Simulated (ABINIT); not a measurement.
Crystal: ZrH2.

```
Zr H
1.0
     0.00000    2.40923    2.40923
     2.40923    0.00000    2.40923
     2.40923    2.40923    0.00000
Zr H
1 2
Direct
  0.00000 0.00000 0.00000
  0.25000 0.25000 0.25000
  0.75000 0.75000 0.75000
```

The cell is a database's computed one.

| Property | Result |
| --- | --- |
| Program | ABINIT 10.8.3 (patched build) |
| Task | relaxation of cell and atoms |
| Functional | LDA |
| Potentials or basis | PseudoDojo NC SR LDA v0.4.1 standard |
| Cutoff | 1007 eV |
| k mesh | 8 × 8 × 8 |
| Occupations | fermi-dirac, width 0.05 eV |
| Spin | no spin polarisation |

At the start: pressure -6.9 GPa; volume 9.32 Å³/atom.

**Question.** Where does the relaxation end?

**Answer.** Over 5 steps the energy falls by 10.5 meV/atom and the volume is 8.86 Å³/atom (-5.0 %); space group Fm-3m (No. 225, to 0.05 Å).

The path:
```csv
step,energy change (eV),largest force (eV/Å),pressure (GPa),volume (Å³)
1,0.0000,0.0000,-6.91,27.97
2,-0.0205,0.0000,-4.23,27.38
3,-0.0315,0.0000,0.28,26.52
4,-0.0315,0.0000,-0.01,26.57
5,-0.0315,0.0000,0.00,26.57
```

Final structure:
```cif
data_structure
_symmetry_space_group_name_H-M 'P 1'
_symmetry_Int_Tables_number 1
_cell_length_a 3.3493
_cell_length_b 3.3493
_cell_length_c 3.3493
_cell_angle_alpha 60.000
_cell_angle_beta 60.000
_cell_angle_gamma 60.000
_cell_volume 26.57
loop_
_atom_site_label
_atom_site_type_symbol
_atom_site_fract_x
_atom_site_fract_y
_atom_site_fract_z
_atom_site_occupancy
Zr1 Zr 0.00000 0.00000 0.00000 1
H1 H 0.25000 0.25000 0.25000 1
H2 H 0.75000 0.75000 0.75000 1
```
